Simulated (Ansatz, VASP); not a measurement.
Two plane-wave programs on HfO2

The input INCAR:

```
ALGO = Normal
EDIFF = 1E-7
ENCUT = 520
GGA = PE
ISIF = 2
ISMEAR = 0
LASPH = T
LCHARG = T
LELF = T
LREAL = F
LVHAR = T
LWAVE = F
NBANDS = 18
NELM = 80
PREC = Accurate
SIGMA = 0.01
```

The input KPOINTS:

```
k-points
0
Gamma
  8 8 8
```

Contents of POSCAR:

```
HfO2
1.0
    0.0000000000      2.5488057756      2.5488057756
    2.5488057756      0.0000000000      2.5488057756
    2.5488057756      2.5488057756      0.0000000000
Hf O
1 2
Direct
    0.0000000000      0.0000000000      0.0000000000
    0.2500000000      0.2500000000      0.2500000000
    0.7500000000      0.7500000000      0.7500000000
```

Input for Ansatz:

```yaml
crystal:
  lattice:
    - [0.0, 2.5488057756, 2.5488057756]
    - [2.5488057756, 0.0, 2.5488057756]
    - [2.5488057756, 2.5488057756, 0.0]
  atoms:
    - { symbol: Hf, position: [0.0, 0.0, 0.0] }
    - { symbol: O, position: [0.25, 0.25, 0.25] }
    - { symbol: O, position: [0.75, 0.75, 0.75] }
kpoints:
  mp_grid: { grid: [8, 8, 8] }
hamiltonian:
  xc: pbe
scf:
  occupations: { method: fixed }
  n_extra_bands: 4
output:
  forces: true
  stress: true
  eigenvalues: true
```

Alike in both runs: task single point; functional PBE; k mesh 8 × 8 × 8; no spin polarisation.

```csv
,VASP,Ansatz
version,VASP 6.6.1,Ansatz 0.2.0
potentials or method,"VASP PAW PBE potentials, release 64 (Hf_pv, O)","plane waves, PAW"
plane-wave cutoff (eV),520,420
occupations,"gaussian, width 0.01 eV",fixed
valence electrons in the cell,22,38
```

```tsv
	VASP	Ansatz	Ansatz less VASP
gap on the k mesh at the Fermi level (eV)	3.76	3.75	-0.011
pressure (GPa)	-3.6	0.0	+3.63
```

The two sets of potentials don't hold the same shells in valence.

Caveats: spin-orbit coupling is left out, which moves the levels of the heavy elements. A k mesh can miss the band edges.
